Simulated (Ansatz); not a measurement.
# AgBr: the cell at several levels of theory

The task here is to estimate one member of a computed series from the others.

The COD entry's cell or inner coordinates are ideal or old and differ from later refinements, so a difference from it is no clean test against experiment.

Program: Ansatz 0.2.0. PAW datasets, plane waves, zero pressure. The values are computed, spin-unpolarised, and not measurements.

### The cell

It is cubic, Fm-3m (No. 225); a = 5.740 Å in the conventional setting, 23.64 Å³ an atom. Around Ag lie 6 Br at 2.87 Å; around Br lie 6 Ag at 2.87 Å.

Coordinates:

```
CELL_PARAMETERS angstrom
0.00000 2.87015 2.87015
2.87015 0.00000 2.87015
2.87015 2.87015 0.00000
ATOMIC_POSITIONS crystal
Ag 0.00000 0.00000 0.00000
Br 0.50000 0.50000 0.50000
```

Set-up of the first run:

File input.yaml:

```yaml
crystal:
  lattice:
    - [0.0, 2.87015, 2.87015]
    - [2.87015, 0.0, 2.87015]
    - [2.87015, 2.87015, 0.0]
  atoms:
    - { symbol: Ag, position: [0.0, 0.0, 0.0] }
    - { symbol: Br, position: [0.5, 0.5, 0.5] }
kpoints:
  mp_grid: { grid: [8, 8, 8] }
hamiltonian:
  xc: pbe
scf:
  occupations: { method: fermi_dirac, width: 0.02 }
relax:
  f_tol: 0.005
  cell: {}
output:
  write_density: true
  write_potential: true
  elf: true
  volumetric_format: npy
```

Command:

```
ansatz run input.yaml --threads 2 --pin off --max-ram 2211MiB --backend cpu --events-out ev --progress --plain --runs-dir out
```

Among the steps run: Relaxing with PBE; Relaxing with r2SCAN; Relaxation with PBEsol; Relaxing with LDA; Relaxation with HSE06.

One table of the session follows, with a row left open; its other results are not shown here.

```
 level  a (Å)  volume (Å³/atom)
   PBE  5.843            24.940
r2SCAN  5.786            24.207
PBEsol  5.674            22.835
   LDA  5.584            21.766
 HSE06      ?                 ?
```

Q: Estimate the row for HSE06 from the others.

**Answer.** a (Å): 5.830; volume (Å³/atom): 24.775. In the column «a (Å)» it lies between r2SCAN (5.786) and PBE (5.843).

LDA gives the smallest cell and PBE the largest; they differ by 14.6 % in volume, a mean of 4.6 % in length. The meshes differ: PBE 8×8×8, r2SCAN 8×8×8, PBEsol 8×8×8, LDA 8×8×8, HSE06 6×6×6.
